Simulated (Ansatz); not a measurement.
# The stack of Zr2COS MXene under 2H-WSe2, shifted by a third of the diagonal under a gate, part 2 of 3

Aim: charge, voltage and capacitance of the stack of Zr2COS MXene under 2H-WSe2, shifted by a third of the diagonal in a field-effect set-up.

Ansatz 0.2.0; plane-wave DFT, PBE-D3(BJ), Ansatz PAW.

So far. Step 2 (Relaxing the slab): The lattice constant a goes from 3.304 to 3.333 Å.

**3. Gated layer, added electrons 0, start network**

The slab is cut off from its images along the normal. A charged sheet stands for each gate, the layer takes the opposite charge, and a barrier ahead of the sheet keeps electrons from leaking to it. The uncharged case sets the zero; a dense mesh is needed because few carriers fill a small part of the zone.

The cell differs from the one that the last finished run ended in (c 55.627 → 54.188 Å).

File input.yaml:

```yaml
crystal:
  lattice:
    - [3.3332505533, 0.0, 0.0]
    - [-1.6666252767, 2.8866796563, 0.0]
    - [0.0, 0.0, 54.187754413]
  atoms:
    - { symbol: S, position: [0.3333333333, 0.6666666667, 0.3903095862] }
    - { symbol: Zr, position: [0.6666666667, 0.3333333333, 0.4202251681] }
    - { symbol: C, position: [0.0, 0.0, 0.44481865] }
    - { symbol: Zr, position: [0.3333333333, 0.6666666667, 0.4706962036] }
    - { symbol: O, position: [0.6666666667, 0.3333333333, 0.4873239028] }
    - { symbol: Se, position: [0.6666666667, 0.3333333333, 0.5481867097] }
    - { symbol: W, position: [0.3333333333, 0.6666666667, 0.5789287429] }
    - { symbol: Se, position: [0.6666666667, 0.3333333333, 0.6096904138] }
  periodic: [true, true, false]
  symmetry: { detect: true }
kpoints:
  mp_grid: { grid: [36, 36, 1] }
  band_path:
    path: [[0, 0, 0], [0.5, 0, 0], [0.33333333, 0.33333333, 0], [0, 0, 0]]
    npoints: 16
hamiltonian:
  xc: pbe
  dispersion: d3bj
scf:
  occupations: { method: fermi_dirac, width: 0.05 }
  convergence: { dr2_threshold: 1.0e-10 }
output:
  forces: true
  eigenvalues: true
  dos: { projected: true, e_range: [-3, 3], de: 0.01 }
  write_potential: true
  write_density: true
  volumetric_format: npy
  elf: true
external_charges:
  - { charge: 0, barrier: 10, axis: 3, height: 36.538, sigma: 0.25 }
```

Run with:

```sh
$ ansatz run input.yaml --threads 4 --pin off --max-ram 12288MiB --backend cpu --events-out ev --progress --plain --runs-dir out
```

Numbers of over 12 decimals in the logs are rounded to 6 here.

Log:

```text
[...]
Crystal: 8 atoms, lattice volume = 521.396 Å³
Basis set: ecut = 420 eV, 10333 PW (Γ), exchange–correlation on 48×48×750 points (8 copies of the dense FFT grid, shifted against one another)
Bands: 52, of which v1, the nominal top of the filled ones, is band 43 counted from 1 (42 counted from 0)
Symmetry: 6 space group operations
[...]
k-points: 127 of 1296 (time reversal used)
[...]
SCF iter   1: F=—  HF=-31421.174270 eV  |F-HF|=—  |Δ(HF+E_count)|=         —  Δρ=2.26e-3  dr2=1.38e-1  ethr=1.77e-3  ⟨swp⟩=13.7  Hψ=41688  notcnv=0  defer=40
[...]
SCF iter  22: F=-31421.168184 eV  HF=-31421.168184 eV  |F-HF|=2.98e-10  |Δ(HF+E_count)|=  1.09e-10  Δρ=2.96e-8  dr2=1.36e-11  ethr=1.00e-12  ⟨swp⟩=23.3  Hψ=54537  notcnv=0
SCF 1 converged in 22 iterations: F = -31421.168184 eV  dr2 = 1.36e-11
[...]
NSCF: frozen V_eff on 49 k-points
[...]
SCF converged after 22 iterations
Free energy (F): -31421.168184 eV
[...]
Internal energy: -31421.161769 eV  (E = F + TS)
E sigma→0 (E₀):  -31421.164976 eV
Entropy (-TS):   -0.006414 eV (-0.802 meV/atom)
Fermi energy:    -5.474307 eV
[...]
--- Forces (eV/Å), atoms and charges each counted from 1 ---
  atom   1  S     -0.00000000     0.00000000     0.00104231
  atom   2  Zr     0.00000000    -0.00000000     0.00015990
  atom   3  C     -0.00000000     0.00000000    -0.00060968
  atom   4  Zr     0.00000000    -0.00000000     0.00110746
  atom   5  O      0.00000000    -0.00000000    -0.00172533
  atom   6  Se     0.00000000    -0.00000000     0.00045968
  atom   7  W     -0.00000000     0.00000000    -0.00217567
  atom   8  Se     0.00000000    -0.00000000    -0.00508400
  external charge   1     0.00000000     0.00000000     0.00682636
  max |Σ_I F_I| component, the external charges' with the atoms': 1.04e-6 eV/Å
--- Band table (eV; the first three rows and the last of 127) ---
  k-point 0: bands = [... 39 lower, -6.6433, -5.9116, -5.2281, -5.2281, -4.1361, -4.1361, -3.9925, -2.8529, ... 5 higher]
  k-point 1: bands = [... 39 lower, -6.6113, -5.9166, -5.3245, -5.2781, -4.1472, -4.0833, -3.9308, -2.8856, ... 5 higher]
  k-point 2: bands = [... 39 lower, -6.5444, -5.9342, -5.5590, -5.4025, -4.1960, -3.9521, -3.7768, -2.9713, ... 5 higher]
  k-point 126: bands = [... 39 lower, -7.9802, -7.7088, -7.6145, -5.7293, -4.2384, -3.5547, -3.0526, -2.8569, ... 5 higher]
```

Elapsed: 3.3 min, on 4 threads of Arm Neoverse V2, shared host; peak memory 2.6 GiB.

This step gave:

```yaml
energy_at_zero_smearing: -31421.1650 eV
potential_beyond_the_upper_barrier_and_gate_less_the_barrier_from_the_fermi_level: 4.837 eV
```

Running mean over a fixed 2.7 Å (it still follows the layers) of the planar mean; beyond a gate it holds the 10 eV model barrier. Table of electron's electrostatic potential energy less the Fermi level by z:

| z (Å) | electron's electrostatic potential energy less the Fermi level (eV) |
| --- | --- |
| 4 | 6.11 |
| 5 | 6.11 |
| 6 | 6.11 |
| 7 | 6.11 |
| 8 | 6.11 |
| 9 | 6.11 |
| 10 | 6.11 |
| 11 | 6.11 |
| 12 | 6.11 |
| 13 | 6.11 |
| 14 | 6.11 |
| 15 | 6.11 |
| 16 | 6.11 |
| 17 | 6.11 |
| 18 | 6.09 |
| 19 | 5.66 |
| 20 | 2.07 |
| 21 | -2.60 |
| 22 | -8.99 |
| 23 | -9.51 |
| 24 | -9.70 |
| 25 | -10.6 |
| 26 | -8.84 |
| 27 | -2.84 |
| 28 | 1.59 |
| 29 | -0.733 |
| 30 | -6.12 |
| 31 | -9.32 |
| 32 | -9.14 |
| 33 | -4.34 |
| 34 | 0.346 |
| 35 | 3.89 |
| 36 | 7.83 |
| 37 | 11.5 |
| 38 | 14.6 |
| 39 | 14.8 |
| 40 | 14.8 |
| 41 | 14.8 |
| 42 | 14.8 |
| 43 | 14.8 |
| 44 | 14.8 |
| 45 | 14.8 |
| 46 | 14.8 |
| 47 | 14.8 |
| 48 | 14.8 |
| 49 | 14.8 |
| 50 | 14.8 |

The density of states has structure finer than the step of the table below, so its rows give means over 0.2 eV, whole bins alone (the curve runs from -3 to 1.99 eV). Peaks (eV: height): -2.59: 11.8, -2.50: 14.4, -2.46: 18.1, -2.28: 15.9, -2.08: 12.4, -1.39: 12.2, -1.03: 8.30.

Density of states against energy, zero at the Fermi level; means over each step:

| energy (eV) | density of states (states/eV a cell) |
| --- | --- |
| -2.8 | 4.71 |
| -2.6 | 7.51 |
| -2.4 | 10.2 |
| -2.2 | 9.35 |
| -2.0 | 6.39 |
| -1.8 | 4.23 |
| -1.6 | 4.55 |
| -1.4 | 7.04 |
| -1.2 | 4.02 |
| -1.0 | 5.57 |
| -0.8 | 4.85 |
| -0.6 | 2.53 |
| -0.4 | 1.30 |
| -0.2 | 0.402 |
| 0.0 | 0.770 |
| 0.2 | 0.955 |
| 0.4 | 0.980 |
| 0.6 | 1.13 |
| 0.8 | 1.30 |
| 1.0 | 1.65 |
| 1.2 | 1.81 |
| 1.4 | 1.72 |
| 1.6 | 3.68 |
| 1.8 | 5.46 |

Projected DOS per atom over height of the atomic layer and energy from the Fermi level. Layers: S Zr C Zr O Se W Se from below.

Ten even steps from '0' (0.00 states/eV) to '9' (2.46 states/eV), each cell a mean:
```
02020191
01020272
01010020
02020000
02020000
01010000
01010000
01000000
01000000
00000000
00000020
20000040
51100161
51200171
81310122
51211323
31100323
32310434
44511767
77922333
44611122
32200121
```
Columns: height of the atomic layer (Å) from 21.1 to 33.0 (not evenly spaced); rows upwards: energy from the Fermi level (eV) from -2.98 to 1.97.

The electronic bands at the labelled points (eV, zero at the Fermi level):

| point | band 40 | band 41 | band 42 | band 43 | band 44 | band 45 | band 46 | band 47 |
| --- | --- | --- | --- | --- | --- | --- | --- | --- |
| Γ | -1.17 | -0.44 | 0.25 | 0.25 | 1.34 | 1.34 | 1.48 | 2.62 |
| halfway | -1.81 | -1.16 | -1.10 | -0.76 | 0.44 | 1.74 | 2.10 | 2.47 |
| M | -1.36 | -1.25 | -1.19 | -0.73 | -0.05 | 2.05 | 2.38 | 2.49 |
| halfway | -2.32 | -2.10 | -1.53 | -0.63 | 1.06 | 1.82 | 2.69 | 2.71 |
| K | -2.51 | -2.23 | -2.14 | -0.26 | 1.24 | 1.92 | 2.42 | 2.62 |
| halfway | -1.78 | -1.50 | -1.10 | -1.04 | 1.26 | 1.47 | 1.68 | 2.16 |
| Γ | -1.17 | -0.44 | 0.25 | 0.25 | 1.34 | 1.34 | 1.48 | 2.62 |

Electrostatic potential energy in the ca plane at fractional y = 0.333, with atoms of Zr and O and Se within 0.2 Å of it. With pseudopotentials it is smooth inside the atoms' cores, unlike the true potential.

Values in eV, 5 rows by 16 columns, each cell a mean:
```
  1   1   0  -4 -28 -33  -6  -7 -18  -4  -2 -18 -19  -8 -14 -21
  1   1   0  -5 -43 -49  -9  -5 -44 -14  -3 -18 -19  -6 -18 -15
  1   1   0  -4 -29 -34  -7  -7 -19  -5  -2 -18 -19  -8 -14 -21
  1   1  -2  -8  -8  -8  -6 -15 -11  -3  -1  -4  -7 -17 -10  -6
  1   1  -2  -8  -7  -7  -6 -15 -11  -3  -1  -4  -7 -17  -9  -5
```
Columns run along c (16.0 Å, from fractional 0.33 to 0.63 of the cell; values clipped at the 3rd and 97th percentile), rows up along a (3.3 Å). Atoms in or near the plane, at fractional coordinates: Zr at (0.42, 0.67), O at (0.49, 0.67), Se at (0.55, 0.67), Se at (0.61, 0.67).

ELF in the ca plane at fractional y = 0.333, with atoms of Zr and O and Se within 0.2 Å of it. It is the smooth field of the valence electrons, not physical close to the nuclei.

Values, 5 rows by 16 columns, each cell a mean:
```
0.00 0.02 0.19 0.36 0.46 0.53 0.28 0.18 0.66 0.51 0.33 0.78 0.68 0.29 0.59 0.72
0.00 0.00 0.04 0.09 0.56 0.57 0.13 0.32 0.63 0.64 0.41 0.65 0.46 0.31 0.55 0.42
0.00 0.02 0.19 0.36 0.47 0.54 0.26 0.19 0.67 0.52 0.33 0.77 0.67 0.29 0.59 0.71
0.00 0.10 0.56 0.75 0.35 0.29 0.59 0.24 0.18 0.12 0.08 0.37 0.38 0.24 0.30 0.42
0.00 0.10 0.57 0.77 0.36 0.30 0.60 0.23 0.15 0.10 0.07 0.34 0.36 0.24 0.28 0.39
```
Columns run along c (16.0 Å, from fractional 0.33 to 0.63 of the cell), rows up along a (3.3 Å). Atoms in or near the plane, at fractional coordinates: Zr at (0.42, 0.67), O at (0.49, 0.67), Se at (0.55, 0.67), Se at (0.61, 0.67).

Valence density in the ca plane at fractional y = 0.333, with atoms of Zr and O and Se within 0.2 Å of it. It is the smooth field of the valence electrons, not physical close to the nuclei.

Ten steps, logarithmic in the rise over the least value, from '0' (0 e/Å³) to '9' (31 e/Å³), each cell a mean:
```
00000000000000011113331111011222100001232211
00000000000000000135553100012454200012576321
00000000000000000145554100013565310013798421
00000000000000000135554100012565200013687421
00000000000000001124442110012343100012354211
00000000000000011111221111111111000001122111
00000000000000112111111111122100000000011112
00000000000000112111011111122100000000001112
00000000000000111111111111111110000000111111
```
Columns run along c (16.0 Å, from fractional 0.28 to 0.58 of the cell), rows up along a (3.3 Å). Atoms in or near the plane, at fractional coordinates: Zr at (0.42, 0.67), O at (0.49, 0.67), Se at (0.55, 0.67).

There is no gap.

**4. Gated layer, added electrons 3×10¹³ per cm²**

input.yaml: that of step 3 with these lines changed.

```diff
@@ -16,2 +16,3 @@
   symmetry: { detect: true }
+total_charge: -0.028866
 kpoints:
@@ -30,3 +31,2 @@
   eigenvalues: true
-  dos: { projected: true, e_range: [-3, 3], de: 0.01 }
   write_potential: true
@@ -34,4 +34,4 @@
   volumetric_format: npy
-  elf: true
 external_charges:
   - { charge: 0, barrier: 10, axis: 3, height: 36.538, sigma: 0.25 }
+  - { charge: 0.028866, axis: 3, height: 38.038, sigma: 0.5 }
```

Log:

```text
[...]
Crystal: 8 atoms, lattice volume = 521.396 Å³
Basis set: ecut = 420 eV, 10333 PW (Γ), exchange–correlation on 48×48×750 points (8 copies of the dense FFT grid, shifted against one another)
Bands: 52, of which v1, the nominal top of the filled ones, is band 43 counted from 1 (42 counted from 0)
Symmetry: 6 space group operations
[...]
k-points: 127 of 1296 (time reversal used)
[...]
SCF iter   1: F=—  HF=-31427.557484 eV  |F-HF|=—  |Δ(HF+E_count)|=         —  Δρ=5.45e-2  dr2=1.20e2  ethr=3.10e-3  ⟨swp⟩=12.9  Hψ=40748  notcnv=0  defer=11
[...]
SCF iter  22: F=-31421.266730 eV  HF=-31421.266730 eV  |F-HF|=3.49e-10  |Δ(HF+E_count)|=  4.58e-10  Δρ=3.29e-8  dr2=6.40e-12  ethr=1.00e-12  ⟨swp⟩=30.8  Hψ=62781  notcnv=0
SCF 1 converged in 22 iterations: F = -31421.266730 eV  dr2 = 6.40e-12
[...]
SCF converged after 22 iterations
Free energy (F): -31421.266730 eV
[...]
Internal energy: -31421.259682 eV  (E = F + TS)
E sigma→0 (E₀):  -31421.263206 eV
Entropy (-TS):   -0.007048 eV (-0.881 meV/atom)
Fermi energy:    -3.970506 eV
[...]
--- Forces (eV/Å), atoms and charges each counted from 1 ---
  atom   1  S     -0.00000000     0.00000000     0.01207848
  atom   2  Zr     0.00000000    -0.00000000    -0.03594412
  atom   3  C     -0.00000000     0.00000000     0.10435475
  atom   4  Zr     0.00000000    -0.00000000    -0.29048517
  atom   5  O      0.00000000    -0.00000000     0.22609310
  atom   6  Se     0.00000000    -0.00000000    -0.04047976
  atom   7  W     -0.00000000     0.00000000     0.04561330
  atom   8  Se     0.00000000    -0.00000000    -0.02286783
  external charge   1     0.00000000     0.00000000     0.00947080
  external charge   2     0.00000000     0.00000000    -0.00783308
  max |Σ_I F_I| component, the external charges' with the atoms': 4.64e-7 eV/Å
--- Band table (eV; the first three rows and the last of 127) ---
  k-point 0: bands = [... 39 lower, -5.4014, -5.0695, -3.7416, -3.7416, -2.6665, -2.6665, -2.5200, -2.2392, ... 5 higher]
  k-point 1: bands = [... 39 lower, -5.3898, -5.0528, -3.8380, -3.7916, -2.6775, -2.6137, -2.4589, -2.2728, ... 5 higher]
  k-point 2: bands = [... 39 lower, -5.3752, -5.0143, -4.0730, -3.9158, -2.7262, -2.4829, -2.3640, -2.3188, ... 5 higher]
  k-point 126: bands = [... 39 lower, -6.5825, -6.2100, -6.1565, -5.1112, -3.6200, -2.2478, -2.0895, -1.6492, ... 5 higher]
```

The job ended after 3.8 min (4 threads; peak memory 2.6 GiB).

Numbers from this step:

```yaml
energy_at_zero_smearing: -31421.2632 eV
potential_beyond_the_upper_barrier_and_gate_less_the_barrier_from_the_fermi_level: 1.836 eV
```

The electronic bands at the labelled points (eV, zero at the Fermi level):

| point | band 40 | band 41 | band 42 | band 43 | band 44 | band 45 | band 46 | band 47 |
| --- | --- | --- | --- | --- | --- | --- | --- | --- |
| Γ | -1.43 | -1.10 | 0.23 | 0.23 | 1.30 | 1.30 | 1.45 | 1.73 |
| halfway | -2.14 | -2.00 | -1.15 | -0.77 | 0.41 | 0.85 | 1.22 | 1.60 |
| M | -2.14 | -2.08 | -1.37 | -0.74 | -0.10 | 1.16 | 1.54 | 2.34 |
| halfway | -2.50 | -2.16 | -1.56 | -1.51 | 0.94 | 1.02 | 1.81 | 2.21 |
| K | -2.61 | -2.24 | -2.19 | -1.14 | 0.35 | 1.72 | 1.88 | 2.32 |
| halfway | -2.10 | -1.91 | -1.79 | -1.11 | 0.59 | 1.21 | 1.28 | 1.40 |
| Γ | -1.43 | -1.10 | 0.23 | 0.23 | 1.30 | 1.30 | 1.45 | 1.73 |

Force by atom:

| atom | x (eV/Å) | y (eV/Å) | z (eV/Å) | size |
| --- | --- | --- | --- | --- |
| S1 | 0.000 | 0.000 | 0.012 | 0.012 |
| Zr2 | 0.000 | 0.000 | -0.036 | 0.036 |
| C3 | 0.000 | 0.000 | 0.104 | 0.104 |
| Zr4 | 0.000 | 0.000 | -0.290 | 0.290 |
| O5 | 0.000 | 0.000 | 0.226 | 0.226 |
| Se6 | 0.000 | 0.000 | -0.040 | 0.040 |
| W7 | 0.000 | 0.000 | 0.046 | 0.046 |
| Se8 | 0.000 | 0.000 | -0.023 | 0.023 |

Against the uncharged case this takes +3.00 V.

**5. Gated layer, added electrons -3×10¹³ per cm²**

input.yaml: that of step 4 with these lines changed.

```diff
@@ -16,3 +16,3 @@
   symmetry: { detect: true }
-total_charge: -0.028866
+total_charge: 0.028866
 kpoints:
@@ -36,2 +36,2 @@
   - { charge: 0, barrier: 10, axis: 3, height: 36.538, sigma: 0.25 }
-  - { charge: 0.028866, axis: 3, height: 38.038, sigma: 0.5 }
+  - { charge: -0.028866, axis: 3, height: 38.038, sigma: 0.5 }
```

Log:

```text
[...]
Crystal: 8 atoms, lattice volume = 521.396 Å³
Basis set: ecut = 420 eV, 10333 PW (Γ), exchange–correlation on 48×48×750 points (8 copies of the dense FFT grid, shifted against one another)
Bands: 52, of which v1, the nominal top of the filled ones, is band 43 counted from 1 (42 counted from 0)
Symmetry: 6 space group operations
[...]
k-points: 127 of 1296 (time reversal used)
[...]
--- Band table (eV; the first three rows and the last of 127) ---
  k-point 0: bands = [... 39 lower, -7.8193, -6.8384, -6.4310, -6.4310, -5.3337, -5.3337, -5.1907, -3.8364, ... 5 higher]
  k-point 1: bands = [... 39 lower, -7.7804, -6.8439, -6.5272, -6.4810, -5.3448, -5.2809, -5.1291, -3.8473, ... 5 higher]
  k-point 2: bands = [... 39 lower, -7.7083, -6.8656, -6.7584, -6.6053, -5.3935, -5.1497, -4.9751, -3.9102, ... 5 higher]
  k-point 126: bands = [... 39 lower, -8.9565, -8.9154, -8.7619, -6.6670, -5.1775, -4.7484, -4.2350, -3.7747, ... 5 higher]
[key lines of the parts left out:]
SCF converged after 17 iterations
Free energy (F): -31420.994400 eV
Fermi energy:    -6.683347 eV
```

Wall time 3.2 min (4 threads); peak memory 2.6 GiB.

Against the uncharged case this takes -2.42 V.

**6. Gated layer, added electrons 8×10¹³ per cm²**

input.yaml: that of step 5 with these lines changed.

```diff
@@ -16,3 +16,3 @@
   symmetry: { detect: true }
-total_charge: 0.028866
+total_charge: -0.076976
 kpoints:
@@ -36,2 +36,2 @@
   - { charge: 0, barrier: 10, axis: 3, height: 36.538, sigma: 0.25 }
-  - { charge: -0.028866, axis: 3, height: 38.038, sigma: 0.5 }
+  - { charge: 0.076976, axis: 3, height: 38.038, sigma: 0.5 }
```

Log:

```text
[...]
Crystal: 8 atoms, lattice volume = 521.396 Å³
Basis set: ecut = 420 eV, 10333 PW (Γ), exchange–correlation on 48×48×750 points (8 copies of the dense FFT grid, shifted against one another)
Bands: 52, of which v1, the nominal top of the filled ones, is band 43 counted from 1 (42 counted from 0)
Symmetry: 6 space group operations
[...]
k-points: 127 of 1296 (time reversal used)
[...]
--- Band table (eV; the first three rows and the last of 127) ---
  k-point 0: bands = [... 39 lower, -3.8672, -3.2109, -1.8213, -1.8213, -0.7657, -0.7657, -0.7533, -0.7533, ... 5 higher]
  k-point 1: bands = [... 39 lower, -3.8608, -3.1846, -1.9178, -1.8713, -0.8057, -0.7650, -0.7469, -0.7019, ... 5 higher]
  k-point 2: bands = [... 39 lower, -3.8570, -3.1289, -2.1527, -1.9954, -0.9202, -0.8139, -0.7536, -0.7063, ... 5 higher]
  k-point 126: bands = [... 39 lower, -4.6664, -4.2838, -4.2418, -3.6143, -2.1119, -0.7802, -0.1872, -0.1700, ... 5 higher]
[key lines of the parts left out:]
SCF converged after 28 iterations
Free energy (F): -31421.270114 eV
Fermi energy:    -2.043103 eV
```

Wall time 4.2 min (4 threads); peak memory 2.6 GiB; 17 min of CPU time.

The electronic bands at the labelled points (eV, zero at the Fermi level):

| point | band 40 | band 41 | band 42 | band 43 | band 44 | band 45 | band 46 | band 47 |
| --- | --- | --- | --- | --- | --- | --- | --- | --- |
| Γ | -1.82 | -1.17 | 0.22 | 0.22 | 1.28 | 1.28 | 1.29 | 1.29 |
| halfway | -2.38 | -2.15 | -1.16 | -0.78 | 0.31 | 0.43 | 0.78 | 1.14 |
| M | -2.51 | -2.38 | -1.38 | -0.75 | -0.12 | 0.74 | 1.11 | 2.04 |
| halfway | -2.51 | -2.17 | -1.95 | -1.56 | 0.52 | 1.01 | 1.37 | 1.76 |
| K | -2.62 | -2.24 | -2.20 | -1.57 | -0.07 | 1.26 | 1.86 | 1.87 |
| halfway | -2.35 | -2.10 | -1.79 | -1.12 | 0.11 | 0.80 | 0.96 | 1.22 |
| Γ | -1.82 | -1.17 | 0.22 | 0.22 | 1.28 | 1.28 | 1.29 | 1.29 |

Against the uncharged case this takes +6.85 V.

**7. Gated layer, added electrons -8×10¹³ per cm²**

input.yaml: that of step 6 with these lines changed.

```diff
@@ -16,3 +16,3 @@
   symmetry: { detect: true }
-total_charge: -0.076976
+total_charge: 0.076976
 kpoints:
@@ -36,2 +36,2 @@
   - { charge: 0, barrier: 10, axis: 3, height: 36.538, sigma: 0.25 }
-  - { charge: 0.076976, axis: 3, height: 38.038, sigma: 0.5 }
+  - { charge: -0.076976, axis: 3, height: 38.038, sigma: 0.5 }
```

Log:

```text
[...]
Crystal: 8 atoms, lattice volume = 521.396 Å³
Basis set: ecut = 420 eV, 10333 PW (Γ), exchange–correlation on 48×48×750 points (8 copies of the dense FFT grid, shifted against one another)
Bands: 52, of which v1, the nominal top of the filled ones, is band 43 counted from 1 (42 counted from 0)
Symmetry: 6 space group operations
[...]
k-points: 127 of 1296 (time reversal used)
[...]
--- Band table (eV; the first three rows and the last of 127) ---
  k-point 0: bands = [... 39 lower, -9.6493, -8.5645, -8.2791, -8.2791, -7.1804, -7.1804, -7.0376, -5.6833, ... 5 higher]
  k-point 1: bands = [... 39 lower, -9.5951, -8.5705, -8.3752, -8.3291, -7.1914, -7.1276, -6.9760, -5.6935, ... 5 higher]
  k-point 2: bands = [... 39 lower, -9.5151, -8.6242, -8.5755, -8.4535, -7.2402, -6.9963, -6.8219, -5.7162, ... 5 higher]
  k-point 126: bands = [... 39 lower, -10.7645, -10.7448, -10.5370, -8.4316, -6.9494, -6.5941, -6.0776, -5.5005, ... 5 higher]
[key lines of the parts left out:]
SCF converged after 19 iterations
Free energy (F): -31420.569828 eV
Fermi energy:    -8.532834 eV
```

Wall time 3.2 min (4 threads); peak memory 2.6 GiB.

The electronic bands at the labelled points (eV, zero at the Fermi level):

| point | band 40 | band 41 | band 42 | band 43 | band 44 | band 45 | band 46 | band 47 |
| --- | --- | --- | --- | --- | --- | --- | --- | --- |
| Γ | -1.12 | -0.03 | 0.25 | 0.25 | 1.35 | 1.35 | 1.50 | 2.85 |
| halfway | -1.39 | -1.11 | -0.75 | -0.75 | 0.46 | 2.14 | 2.47 | 2.56 |
| M | -1.34 | -0.86 | -0.82 | -0.72 | -0.04 | 2.39 | 2.46 | 2.80 |
| halfway | -2.14 | -1.86 | -1.52 | -0.26 | 1.08 | 2.17 | 2.73 | 2.92 |
| K | -2.23 | -2.21 | -2.00 | 0.10 | 1.58 | 1.94 | 2.46 | 3.03 |
| halfway | -1.77 | -1.09 | -1.08 | -0.67 | 1.28 | 1.67 | 1.89 | 2.53 |
| Γ | -1.12 | -0.03 | 0.25 | 0.25 | 1.35 | 1.35 | 1.50 | 2.85 |

Against the uncharged case this takes -6.11 V.

(Part 2 of 3 ends here.)

[Logs are printed without paths, hosts, clocks, repeated set-up lines and the standing remarks that a program may print on its own settings, such as how far it seeks lower states.]

[Hosts, paths, dates, database ids (printed as entryN), source tags and the programs' standing remarks are cut or masked in the printed files.]

[Maps of the electrostatic potential energy from Ansatz leave out the sawtooth potential of an applied field or a dipole correction, so their vacuum need not be flat; planar profiles and work functions include it.]
